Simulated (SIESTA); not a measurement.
TaN:

```
Ta N
1.0
     0.00000    2.21132    2.21132
     2.21132    0.00000    2.21132
     2.21132    2.21132    0.00000
Ta N
1 1
Cartesian
  2.2113 2.2113 2.2113
  0.0000 0.0000 0.0000
```

The cell comes from a database or a generator and needn't be the stable form of this composition.

Base run:

```yaml
Program: SIESTA 5.4.2
Functional: PBE
Potentials_or_basis: PseudoDojo 0.4 standard (PBE files)
Basis: TZDP (energy shift 0.003 Ry; two zetas on semicore shells)
Grid_cutoff: 800 Ry
Energy_shift: 0.003 Ry
k_mesh: 10 × 10 × 10
Occupations: fermi-dirac, width 0.05 eV
Spin: no spin polarisation
```

Its results: band gap on the k mesh none (metal or under the smearing width); pressure 1.9 GPa.

Problem. The run is repeated on the same cell with these changes: basis from TZDP (energy shift 0.003 Ry; two zetas on semicore shells) to TZP (energy shift 0.003 Ry; two zetas on semicore shells). What comes out?

Solution. Band gap on the k mesh none (metal or under the smearing width); pressure 2.9 GPa.

Caveats: short orbitals over semicore shells can move pressures by several GPa; spin-orbit coupling is left out, which moves the levels of the heavy elements; the basis of atomic orbitals isn't converged, which shifts pressures, moduli and gaps.
